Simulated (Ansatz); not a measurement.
# Nb(100) with 4 thermally displaced layers, 2x2: scattering by thermal displacements, part 2 of 2

How much do lattice vibrations at 273 K scatter the electrons of Nb? Layers with random displacements are laid between perfect leads, and the resistance is followed against their length.

Ansatz 0.2.0; Ansatz plane-wave DFT, PBE, PAW files; ballistic transport by layer matching (Landauer), zero bias; PAW set soft_1.

So far, open channels per spin nearest the Fermi level: step 2 (with 4 displaced layers) 10.6.

## 3. With 8 displaced layers

Each atom of 8 layers is moved at random, by amounts drawn from a normal law 0.0762 Å wide in each direction from the Debye model (275 K) at 273 K. A fresh draw is used; the growth of the resistance with length is what counts.

System of this step: Nb(100) with 8 thermally displaced layers, 2x2. The cell holds 72 atoms: 72 Nb. Cell: a = 6.613 Å, b = 6.613 Å, c = 29.757 Å, α = 90.0°, β = 90.0°, γ = 90.0°. It derives from Nb. Regions: lead, 40 atoms (40 Nb); scattering region, 32 atoms (32 Nb). The structure is stacked along c, and the current runs across the ab planes.

The input, input.yaml:

```yaml
crystal:
  lattice:
    - [6.6126, 0.0, 0.0]
    - [0.0, 6.6126, 0.0]
    - [0.0, 0.0, 29.7567]
  atoms:
    - { symbol: Nb, position: [0.0, 0.0, 0.0277777778] }
    - { symbol: Nb, position: [0.0, 0.5, 0.0277777778] }
    - { symbol: Nb, position: [0.5, 0.0, 0.0277777778] }
    - { symbol: Nb, position: [0.5, 0.5, 0.0277777778] }
    - { symbol: Nb, position: [0.25, 0.25, 0.0833333333] }
    - { symbol: Nb, position: [0.25, 0.75, 0.0833333333] }
    - { symbol: Nb, position: [0.75, 0.25, 0.0833333333] }
    - { symbol: Nb, position: [0.75, 0.75, 0.0833333333] }
    - { symbol: Nb, position: [0.0, 0.0, 0.1388888889] }
    - { symbol: Nb, position: [0.0, 0.5, 0.1388888889] }
    - { symbol: Nb, position: [0.5, 0.0, 0.1388888889] }
    - { symbol: Nb, position: [0.5, 0.5, 0.1388888889] }
    - { symbol: Nb, position: [0.25, 0.25, 0.1944444444] }
    - { symbol: Nb, position: [0.25, 0.75, 0.1944444444] }
    - { symbol: Nb, position: [0.75, 0.25, 0.1944444444] }
    - { symbol: Nb, position: [0.75, 0.75, 0.1944444444] }
    - { symbol: Nb, position: [0.0, 0.0, 0.25] }
    - { symbol: Nb, position: [0.0, 0.5, 0.25] }
    - { symbol: Nb, position: [0.5, 0.0, 0.25] }
    - { symbol: Nb, position: [0.5, 0.5, 0.25] }
    - { symbol: Nb, position: [0.2707714672, 0.265162137, 0.3064711826] }
    - { symbol: Nb, position: [0.2360690136, 0.7499486473, 0.3072374783] }
    - { symbol: Nb, position: [0.7351461812, 0.2545554541, 0.3066568885] }
    - { symbol: Nb, position: [0.7580248384, 0.7363480287, 0.3038602394] }
    - { symbol: Nb, position: [0.9949682366, 0.9865130819, 0.3655674615] }
    - { symbol: Nb, position: [0.9942825299, 0.5037927673, 0.3604486349] }
    - { symbol: Nb, position: [0.5182562269, 0.0152227487, 0.3627337932] }
    - { symbol: Nb, position: [0.4745952224, 0.5005998541, 0.3628627504] }
    - { symbol: Nb, position: [0.2615749064, 0.242876006, 0.4213347539] }
    - { symbol: Nb, position: [0.2347764444, 0.7423730897, 0.419062313] }
    - { symbol: Nb, position: [0.750565562, 0.2730860496, 0.4171496626] }
    - { symbol: Nb, position: [0.7426997581, 0.7456469826, 0.4138710939] }
    - { symbol: Nb, position: [0.9852693284, 0.0072681606, 0.4737111991] }
    - { symbol: Nb, position: [0.0149252696, 0.4912999744, 0.4765498028] }
    - { symbol: Nb, position: [0.4966866403, 0.018151719, 0.4711134025] }
    - { symbol: Nb, position: [0.4915204422, 0.5028798336, 0.4748648583] }
    - { symbol: Nb, position: [0.2518563168, 0.2432493021, 0.5243415036] }
    - { symbol: Nb, position: [0.2338415477, 0.7557955474, 0.5303134737] }
    - { symbol: Nb, position: [0.7481058095, 0.2376133978, 0.5300145569] }
    - { symbol: Nb, position: [0.7352380406, 0.7417788722, 0.5293688576] }
    - { symbol: Nb, position: [0.9740575994, 0.0044545449, 0.5818431395] }
    - { symbol: Nb, position: [0.001259911, 0.4991272195, 0.5838511609] }
    - { symbol: Nb, position: [0.5080032696, 0.9912565789, 0.5869739627] }
    - { symbol: Nb, position: [0.5083713041, 0.50972759, 0.586317775] }
    - { symbol: Nb, position: [0.2590802877, 0.2597315793, 0.6390825636] }
    - { symbol: Nb, position: [0.2335503926, 0.7484430337, 0.6369173526] }
    - { symbol: Nb, position: [0.7335968794, 0.2529797623, 0.6374322358] }
    - { symbol: Nb, position: [0.7381271453, 0.7379749981, 0.6395765873] }
    - { symbol: Nb, position: [0.0041352123, 0.0152469196, 0.6944087943] }
    - { symbol: Nb, position: [0.0120116128, 0.5161670371, 0.6973912282] }
    - { symbol: Nb, position: [0.4727298614, 0.0141657802, 0.6953145684] }
    - { symbol: Nb, position: [0.5048857584, 0.5042799672, 0.6954250881] }
    - { symbol: Nb, position: [0.25, 0.25, 0.75] }
    - { symbol: Nb, position: [0.25, 0.75, 0.75] }
    - { symbol: Nb, position: [0.75, 0.25, 0.75] }
    - { symbol: Nb, position: [0.75, 0.75, 0.75] }
    - { symbol: Nb, position: [0.0, 0.0, 0.8055555556] }
    - { symbol: Nb, position: [0.0, 0.5, 0.8055555556] }
    - { symbol: Nb, position: [0.5, 0.0, 0.8055555556] }
    - { symbol: Nb, position: [0.5, 0.5, 0.8055555556] }
    - { symbol: Nb, position: [0.25, 0.25, 0.8611111111] }
    - { symbol: Nb, position: [0.25, 0.75, 0.8611111111] }
    - { symbol: Nb, position: [0.75, 0.25, 0.8611111111] }
    - { symbol: Nb, position: [0.75, 0.75, 0.8611111111] }
    - { symbol: Nb, position: [0.0, 0.0, 0.9166666667] }
    - { symbol: Nb, position: [0.0, 0.5, 0.9166666667] }
    - { symbol: Nb, position: [0.5, 0.0, 0.9166666667] }
    - { symbol: Nb, position: [0.5, 0.5, 0.9166666667] }
    - { symbol: Nb, position: [0.25, 0.25, 0.9722222222] }
    - { symbol: Nb, position: [0.25, 0.75, 0.9722222222] }
    - { symbol: Nb, position: [0.75, 0.25, 0.9722222222] }
    - { symbol: Nb, position: [0.75, 0.75, 0.9722222222] }
kpoints:
  mp_grid: { grid: [4, 4, 1] }
hamiltonian:
  xc: pbe
  pseudopotentials: { kind: paw, azcp: { folder: soft_1 } }
scf:
  occupations: { method: fermi_dirac, width: 0.1 }
output:
  transmission: { leads: [[0, 4]], kmesh: [8, 8], e_range: [-0.05, 0.05], de: 0.05 }
  write_potential: true
  write_density: true
  volumetric_format: npy
```

The run is started by

```
ansatz run input.yaml --threads 4 --pin off --max-ram 15360MiB --backend cpu --events-out ev --progress --plain --runs-dir out
```

Numbers of over 12 decimals in the logs are rounded to 6 here.

The log of the run:

```text
[...]
Crystal: 72 atoms, lattice volume = 1301.156 Å³
Basis set: ecut = 420 eV, 25467 PW (Γ)
Bands: 562, of which v1, the nominal top of the filled ones, is band 468 counted from 1 (467 counted from 0)
Symmetry: 1 space group operations
[...]
k-points: 10 of 16 (time reversal used)
[...]
SCF iter   1: F=—  HF=-327798.761007 eV  |F-HF|=—  |Δ(HF+E_count)|=         —  Δρ=7.75e-2  dr2=1.01e2  ethr=3.10e-3  ⟨swp⟩=5.9  Hψ=22108  notcnv=0
[...]
SCF iter   8: F=-327766.396865 eV  HF=-327766.396865 eV  |F-HF|=6.64e-9  |Δ(HF+E_count)|=   4.42e-9  Δρ=1.04e-6  dr2=1.53e-8  ethr=1.07e-11  ⟨swp⟩=8.3  Hψ=13838  notcnv=0
SCF 1 converged in 8 iterations: F = -327766.396865 eV  dr2 = 1.53e-8
[...]
transmission: 192 of 1870 steps passed
transmission: 375 of 1870 steps passed
[...]
transmission: 1870 of 1870 steps passed
SCF converged after 8 iterations
Free energy (F): -327766.396865 eV
[...]
Internal energy: -327763.006507 eV  (E = F + TS)
E sigma→0 (E₀):  -327764.701686 eV
Entropy (-TS):   -3.390358 eV (-47.088 meV/atom)
Fermi energy:    17.757247 eV
[...]
--- Band table (eV; the first three rows and the last of 10) ---
  k-point 0: bands = [... 464 lower, 18.1962, 18.2319, 18.3311, 18.3466, 18.3663, 18.3781, 18.3849, 18.4101, ... 90 higher]
  k-point 1: bands = [... 464 lower, 17.9932, 18.0217, 18.0347, 18.0603, 18.0681, 18.0901, 18.1192, 18.1373, ... 90 higher]
  k-point 2: bands = [... 464 lower, 17.6916, 17.7001, 17.7058, 17.7125, 17.7194, 17.7228, 17.7302, 17.7482, ... 90 higher]
  k-point 9: bands = [... 464 lower, 17.1064, 17.1468, 17.1658, 17.1686, 17.1793, 17.1988, 17.2192, 17.2388, ... 90 higher]
--- Transmission ---
  basis      : 385 plane waves across, 55 finite elements along
  points     : 34, standing for a mesh of 8 x 8
[...]
channels       : 1.060938e1 a spin
[...]
junction   : crystal 0 to crystal 0, 0.70 to 28.80 Å
    transmission   : 6.693168e0 a spin
[...]
```

The job ended after 27 min (4 threads of Arm Neoverse V1, shared host; peak memory 8.2 GiB; 1.5 h of CPU time).

This step gave:

```
free energy                                   : -327766.3969 eV
energy at zero smearing                       : -327764.7017 eV
Fermi energy                                  : 17.76 eV
transmission per spin nearest the Fermi level : 6.693
step of the lead's potential                  : 2 meV
```

Per spin. The transmission, zone mean by energy, zero at the Fermi level:

```
energy (eV)  transmission, zone mean
    -0.0500                     7.03
     0.0000                     6.69
     0.0500                     6.59
```

Over the solved energies the transmission per spin lies between 6.59 and 7.03, out of 10.7 channels of the lead on average (up to 11.4).

## 4. With 12 displaced layers

Each atom of 12 layers is moved at random, by amounts drawn from a normal law 0.0762 Å wide in each direction from the Debye model (275 K) at 273 K. A fresh draw is used; the growth of the resistance with length is what counts.

System of this step: Nb(100) with 12 thermally displaced layers, 2x2. The cell holds 88 atoms: 88 Nb. Cell: a = 6.613 Å, b = 6.613 Å, c = 36.369 Å, α = 90.0°, β = 90.0°, γ = 90.0°. It derives from Nb. Regions: lead, 40 atoms (40 Nb); scattering region, 48 atoms (48 Nb). The structure is stacked along c, and the current runs across the ab planes.

The input, input.yaml:

```yaml
crystal:
  lattice:
    - [6.6126, 0.0, 0.0]
    - [0.0, 6.6126, 0.0]
    - [0.0, 0.0, 36.3693]
  atoms:
    - { symbol: Nb, position: [0.0, 0.0, 0.0227272727] }
    - { symbol: Nb, position: [0.0, 0.5, 0.0227272727] }
    - { symbol: Nb, position: [0.5, 0.0, 0.0227272727] }
    - { symbol: Nb, position: [0.5, 0.5, 0.0227272727] }
    - { symbol: Nb, position: [0.25, 0.25, 0.0681818182] }
    - { symbol: Nb, position: [0.25, 0.75, 0.0681818182] }
    - { symbol: Nb, position: [0.75, 0.25, 0.0681818182] }
    - { symbol: Nb, position: [0.75, 0.75, 0.0681818182] }
    - { symbol: Nb, position: [0.0, 0.0, 0.1136363636] }
    - { symbol: Nb, position: [0.0, 0.5, 0.1136363636] }
    - { symbol: Nb, position: [0.5, 0.0, 0.1136363636] }
    - { symbol: Nb, position: [0.5, 0.5, 0.1136363636] }
    - { symbol: Nb, position: [0.25, 0.25, 0.1590909091] }
    - { symbol: Nb, position: [0.25, 0.75, 0.1590909091] }
    - { symbol: Nb, position: [0.75, 0.25, 0.1590909091] }
    - { symbol: Nb, position: [0.75, 0.75, 0.1590909091] }
    - { symbol: Nb, position: [0.0, 0.0, 0.2045454545] }
    - { symbol: Nb, position: [0.0, 0.5, 0.2045454545] }
    - { symbol: Nb, position: [0.5, 0.0, 0.2045454545] }
    - { symbol: Nb, position: [0.5, 0.5, 0.2045454545] }
    - { symbol: Nb, position: [0.2536826008, 0.245862005, 0.2460137463] }
    - { symbol: Nb, position: [0.2487442968, 0.7407335887, 0.2522642646] }
    - { symbol: Nb, position: [0.7466707438, 0.2509624068, 0.2482190355] }
    - { symbol: Nb, position: [0.7441129149, 0.7498670327, 0.2468863208] }
    - { symbol: Nb, position: [0.0034666686, 0.9987770683, 0.292969011] }
    - { symbol: Nb, position: [0.9723502158, 0.5059150973, 0.2948307426] }
    - { symbol: Nb, position: [0.4938894098, 0.9972773184, 0.2992622861] }
    - { symbol: Nb, position: [0.4994258331, 0.5009986536, 0.2923373075] }
    - { symbol: Nb, position: [0.268992555, 0.2605779322, 0.3431456255] }
    - { symbol: Nb, position: [0.25054963, 0.7605683261, 0.3416866786] }
    - { symbol: Nb, position: [0.7570695994, 0.248245332, 0.3378194915] }
    - { symbol: Nb, position: [0.7618619009, 0.7276914006, 0.3404061299] }
    - { symbol: Nb, position: [0.9976420127, 0.987976623, 0.3876488798] }
    - { symbol: Nb, position: [0.9976903523, 0.4949632435, 0.3874533411] }
    - { symbol: Nb, position: [0.4945054095, 0.016013873, 0.387100365] }
    - { symbol: Nb, position: [0.4945313047, 0.4775841171, 0.3836222926] }
    - { symbol: Nb, position: [0.2625303248, 0.249416574, 0.4312246882] }
    - { symbol: Nb, position: [0.2689454298, 0.7352120387, 0.4305905118] }
    - { symbol: Nb, position: [0.7445514268, 0.2567600188, 0.4304272634] }
    - { symbol: Nb, position: [0.742927763, 0.7314938595, 0.4333470616] }
    - { symbol: Nb, position: [0.0092941681, 0.9945077417, 0.4776151244] }
    - { symbol: Nb, position: [0.9850967824, 0.4945603565, 0.4801612212] }
    - { symbol: Nb, position: [0.5015648712, 0.0266367177, 0.4756225949] }
    - { symbol: Nb, position: [0.5066902339, 0.4977459679, 0.4784588083] }
    - { symbol: Nb, position: [0.2499168586, 0.2435298165, 0.5209085536] }
    - { symbol: Nb, position: [0.2853490503, 0.7491082708, 0.5184999] }
    - { symbol: Nb, position: [0.7425221328, 0.2578172776, 0.521679143] }
    - { symbol: Nb, position: [0.7656849005, 0.7615568827, 0.5224079368] }
    - { symbol: Nb, position: [0.9945557126, 0.9884154156, 0.5667145315] }
    - { symbol: Nb, position: [0.9830157911, 0.5138857648, 0.5715162835] }
    - { symbol: Nb, position: [0.4855176922, 0.9863761023, 0.564474621] }
    - { symbol: Nb, position: [0.4888875005, 0.4641863209, 0.5657873455] }
    - { symbol: Nb, position: [0.2649524391, 0.2460146611, 0.6154277637] }
    - { symbol: Nb, position: [0.244362562, 0.7702991425, 0.6140539692] }
    - { symbol: Nb, position: [0.7455958068, 0.2794274899, 0.6129561979] }
    - { symbol: Nb, position: [0.7359202321, 0.7523278673, 0.6135549567] }
    - { symbol: Nb, position: [0.0122939036, 0.9893742682, 0.6607777761] }
    - { symbol: Nb, position: [0.0098315353, 0.492302078, 0.6594331051] }
    - { symbol: Nb, position: [0.4904220676, 0.0270453666, 0.6576148748] }
    - { symbol: Nb, position: [0.4947763994, 0.4877117057, 0.6583653613] }
    - { symbol: Nb, position: [0.2499322539, 0.2588520194, 0.7032657377] }
    - { symbol: Nb, position: [0.2478581688, 0.7336689648, 0.7028110341] }
    - { symbol: Nb, position: [0.7817723459, 0.2620047348, 0.7029074147] }
    - { symbol: Nb, position: [0.7345808363, 0.7387522788, 0.7044999856] }
    - { symbol: Nb, position: [0.0004003847, 0.9914180936, 0.7473030516] }
    - { symbol: Nb, position: [0.0163989324, 0.5052075866, 0.7492148215] }
    - { symbol: Nb, position: [0.4974559456, 0.9938949202, 0.7438453908] }
    - { symbol: Nb, position: [0.5013334921, 0.4876574447, 0.747898149] }
    - { symbol: Nb, position: [0.25, 0.25, 0.7954545455] }
    - { symbol: Nb, position: [0.25, 0.75, 0.7954545455] }
    - { symbol: Nb, position: [0.75, 0.25, 0.7954545455] }
    - { symbol: Nb, position: [0.75, 0.75, 0.7954545455] }
    - { symbol: Nb, position: [0.0, 0.0, 0.8409090909] }
    - { symbol: Nb, position: [0.0, 0.5, 0.8409090909] }
    - { symbol: Nb, position: [0.5, 0.0, 0.8409090909] }
    - { symbol: Nb, position: [0.5, 0.5, 0.8409090909] }
    - { symbol: Nb, position: [0.25, 0.25, 0.8863636364] }
    - { symbol: Nb, position: [0.25, 0.75, 0.8863636364] }
    - { symbol: Nb, position: [0.75, 0.25, 0.8863636364] }
    - { symbol: Nb, position: [0.75, 0.75, 0.8863636364] }
    - { symbol: Nb, position: [0.0, 0.0, 0.9318181818] }
    - { symbol: Nb, position: [0.0, 0.5, 0.9318181818] }
    - { symbol: Nb, position: [0.5, 0.0, 0.9318181818] }
    - { symbol: Nb, position: [0.5, 0.5, 0.9318181818] }
    - { symbol: Nb, position: [0.25, 0.25, 0.9772727273] }
    - { symbol: Nb, position: [0.25, 0.75, 0.9772727273] }
    - { symbol: Nb, position: [0.75, 0.25, 0.9772727273] }
    - { symbol: Nb, position: [0.75, 0.75, 0.9772727273] }
kpoints:
  mp_grid: { grid: [4, 4, 1] }
hamiltonian:
  xc: pbe
  pseudopotentials: { kind: paw, azcp: { folder: soft_1 } }
scf:
  occupations: { method: fermi_dirac, width: 0.1 }
output:
  transmission: { leads: [[0, 4]], kmesh: [8, 8], e_range: [-0.05, 0.05], de: 0.05 }
  write_potential: true
  write_density: true
  volumetric_format: npy
```

The log of the run:

```text
[...]
Crystal: 88 atoms, lattice volume = 1590.301 Å³
Basis set: ecut = 420 eV, 31009 PW (Γ)
Bands: 687, of which v1, the nominal top of the filled ones, is band 572 counted from 1 (571 counted from 0)
Symmetry: 1 space group operations
[...]
k-points: 10 of 16 (time reversal used)
[...]
SCF iter   1: F=—  HF=-400641.615391 eV  |F-HF|=—  |Δ(HF+E_count)|=         —  Δρ=7.77e-2  dr2=1.31e2  ethr=3.10e-3  ⟨swp⟩=5.7  Hψ=27089  notcnv=0  defer=10
[...]
SCF iter   8: F=-400601.784970 eV  HF=-400601.784970 eV  |F-HF|=1.41e-8  |Δ(HF+E_count)|=   4.76e-8  Δρ=1.22e-6  dr2=2.92e-8  ethr=8.74e-12  ⟨swp⟩=9.2  Hψ=18967  notcnv=0
SCF 1 converged in 8 iterations: F = -400601.784970 eV  dr2 = 2.92e-8
[...]
transmission: 228 of 2278 steps passed
transmission: 456 of 2278 steps passed
[...]
transmission: 2278 of 2278 steps passed
SCF converged after 8 iterations
Free energy (F): -400601.784970 eV
[...]
Internal energy: -400597.691069 eV  (E = F + TS)
E sigma→0 (E₀):  -400599.738020 eV
Entropy (-TS):   -4.093901 eV (-46.522 meV/atom)
Fermi energy:    17.768144 eV
[...]
--- Band table (eV; the first three rows and the last of 10) ---
  k-point 0: bands = [... 568 lower, 18.1969, 18.2009, 18.2233, 18.2431, 18.2557, 18.2635, 18.2741, 18.2802, ... 111 higher]
  k-point 1: bands = [... 568 lower, 17.9819, 17.9924, 18.0267, 18.0393, 18.0602, 18.0710, 18.0829, 18.1191, ... 111 higher]
  k-point 2: bands = [... 568 lower, 17.7138, 17.7234, 17.7373, 17.7481, 17.7610, 17.7747, 17.7830, 17.7925, ... 111 higher]
  k-point 9: bands = [... 568 lower, 17.1164, 17.1275, 17.1361, 17.1425, 17.1672, 17.1844, 17.1965, 17.2117, ... 111 higher]
--- Transmission ---
  basis      : 385 plane waves across, 67 finite elements along
  points     : 34, standing for a mesh of 8 x 8
[...]
channels       : 1.060938e1 a spin
[...]
junction   : crystal 0 to crystal 0, 0.70 to 35.41 Å
    transmission   : 5.469783e0 a spin
[...]
```

Run time: 36 min. Hardware: 4 threads; peak memory 8.6 GiB.

This step gave:

```
free energy                                   : -400601.7850 eV
energy at zero smearing                       : -400599.7380 eV
Fermi energy                                  : 17.77 eV
transmission per spin nearest the Fermi level : 5.470
step of the lead's potential                  : 4 meV
```

Per spin. Transmission, zone mean against energy, zero at the Fermi level:

```
energy (eV)  transmission, zone mean
    -0.0500                     5.68
     0.0000                     5.47
     0.0500                     5.43
```

Over the solved energies the transmission per spin lies between 5.43 and 5.68, out of 10.7 channels of the lead on average (up to 11.4).

## 5. The fit

This step: Ansatz plane-wave DFT, PBE, PAW files; ballistic transport by layer matching (Landauer), zero bias; resistivity from the slope of the area resistance; PAW set soft_1 (Ansatz 0.2.0).

Numbers from this step:

```yaml
resistivity: 26.46 µΩ cm
intercept: -0.03362 fΩ m²
scatter_about_the_fit: 0.006175 fΩ m²
```

Resistance, by row:

```
run  length (Å)      T  channels N  RA (fΩ m²)
 n4       6.613  8.405       10.73      0.1457
 n8       13.23  6.772       10.73      0.3076
n12       19.84  5.525       10.73      0.4957
```

The area resistance by length of the displaced region:

```
length of the displaced region (Å)  area resistance (fΩ m²)
                              6.61                    0.146
                             13.23                    0.308
                             19.84                    0.496
```

The area resistance goes from 0.15 to 0.50 fΩ m² between 6.6 and 19.8 Å, a slope of 26 µΩ cm.

By hand from the end points: (0.4957 − 0.1457) fΩ m² / (19.84 − 6.61) Å = 26 µΩ cm, since 1 fΩ m² per Å is 1000 µΩ cm.

## 6. Results

| Item | Value |
| --- | --- |
| resistivity from the slope | 26.5 µΩ cm |
| area resistance over 6.61 Å | 0.146 fΩ m² |
| area resistance over 13.2 Å | 0.308 fΩ m² |
| area resistance over 19.8 Å | 0.496 fΩ m² |

In words: The slope gives 26 µΩ cm. The points scatter by 0.0062 fΩ m² about the line, with one random draw a length in a 2x2 cell, so the slope is a rough value. The mean square of the displacements drawn is 0.78, 0.99 and 1.2 of the nominal one at the three lengths; with each resistance scaled back by that, the slope is 18 µΩ cm, the value used below. Read with a model of isotropic scattering on a spherical Fermi surface and the lead's 1.9×10¹⁵ S/m², this slope means a mean free path near 23 Å; over these lengths the model's slope is 1.05 times its bulk resistivity, which would be 17 µΩ cm. Uncorrelated displacements put too much weight on short waves, which scatter strongly; with the sideways repeat of a small cell, one draw and three short lengths, the method is good to a factor of two or three. The measured value is 15.2 µΩ cm (CRC Handbook of Chemistry and Physics, 84th ed., 2003, Electrical Resistivity of Pure Metals); the scaled slope is 1.2 times that and the corrected value 1.1: fair for so small a cell.

[Logs are printed without paths, hosts, clocks, repeated set-up lines and the standing remarks that a program may print on its own settings, such as how far it seeks lower states.]

[Hosts, paths, dates, database ids (printed as entryN), source tags and the programs' standing remarks are cut or masked in the printed files.]
